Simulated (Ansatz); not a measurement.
Write a Python script for the Python package of Ansatz (0.2.0) that makes cell relaxations under several functionals of Si, space group Im-3m. Settings (first run): PBE, PAW, cutoff 450 eV, 5×5×5 k-points, Fermi-Dirac smearing of 0.1 eV.

`si.extxyz`
```text
6
Lattice="-3.33608319 3.33608319 3.33608319 3.33608319 -3.33608319 3.33608319 3.33608319 3.33608319 -3.33608319" Properties=species:S:1:pos:R:3 pbc="T T T"
Si    0.00000000    3.33608319    1.66804160
Si    0.00000000    1.66804160    3.33608319
Si    1.66804160    3.33608319    0.00000000
Si    3.33608319    1.66804160    0.00000000
Si    3.33608319    0.00000000    1.66804160
Si    1.66804160    0.00000000    3.33608319
```

`si.py`:
```python
# -*- coding: utf-8 -*-
"""Relaxed cell of Si under several functionals."""

import ansatz as az
import numpy as np

SETTINGS = {
    "ecut": 450,
    "occupations": "fermi_dirac",
    "smearing_width": 0.1,
    "tolerance": 1e-10,
    "force_tol": 0.03,
}

def edges_and_angles(cell):
    cell = np.asarray(cell)
    a, b, c = np.linalg.norm(cell, axis=1)
    cosines = cell[1] @ cell[2] / (b * c), cell[0] @ cell[2] / (a * c), cell[0] @ cell[1] / (a * b)
    return (a, b, c, *np.degrees(np.arccos(cosines)))

structure = az.Crystal.from_extxyz("si.extxyz")

model = structure.calculation()
model = model.basis(SETTINGS["ecut"])
model = model.kpoints(5, center="gamma")
model = model.occupations(SETTINGS["occupations"], width=SETTINGS["smearing_width"])
model = model.scf(tolerance=SETTINGS["tolerance"])
model = model.relax(cell=True, force_tolerance=SETTINGS["force_tol"], max_steps=30)

levels = [("pbe", "none"), ("r2scan", "none"), ("r2scan", "rvv10"), ("pbe", "d3bj")]
print("level            a       b       c    alpha   beta  gamma  V/atom  steps")
for name, dispersion in levels:
    seen = []
    run = model.functional(name, dispersion=dispersion).session().plan()
    done = run.execute(on_event=lambda e: seen.append(e) if e["event"] == "relax_step" else None)
    cell = done.lattice.cell_ang
    label = name if dispersion == "none" else f"{name}+{dispersion}"
    print("{:13s} {:7.4f} {:7.4f} {:7.4f} {:6.2f} {:6.2f} {:6.2f}".format(label, *edges_and_angles(cell)), f"{abs(np.linalg.det(cell)) / len(done.lattice.sites):7.3f} {len(seen):5d}")
```

```console
$ python si.py
level            a       b       c    alpha   beta  gamma  V/atom  steps
pbe            5.8301  5.8301  5.8301 109.47 109.47 109.47  25.425     4
DeckWarning: basis.ecutwfc = 450 eV is below the records' recommended 500 eV, and the density's cutoff is lower with it unless basis.ecutrho_ratio is high enough to keep the records' density cutoff: compare with a run at a higher cutoff
r2scan         5.8009  5.8009  5.8009 109.47 109.47 109.47  25.045     4
r2scan+rvv10   5.7915  5.7915  5.7915 109.47 109.47 109.47  24.923     4
pbe+d3bj       5.7893  5.7893  5.7893 109.47 109.47 109.47  24.895     4
```
(Warnings from the package without file and line.)

From smallest to largest: PBE+D3BJ (24.89 Å³ an atom, +0.6 % against the start), r2SCAN+RVV10 (24.92 Å³ an atom, +0.7 % against the start), r2SCAN (25.04 Å³ an atom, +1.2 % against the start) and PBE (25.42 Å³ an atom, +2.7 % against the start). The spread is 2.1 % in volume.

Notes:
- The cutoff lies under the one recommended for these potentials in some of the runs.
- Forces vanish by symmetry, so the ions can't move, and the end may be a saddle.
- Edges and angles are those of the cell as typed, here a primitive one, not of the conventional cell.
- This isn't the structure that Si takes at ambient conditions.
- It ran for 73 s on 1 thread of Arm Neoverse V2 (shared host), peak memory 0.86 GiB.
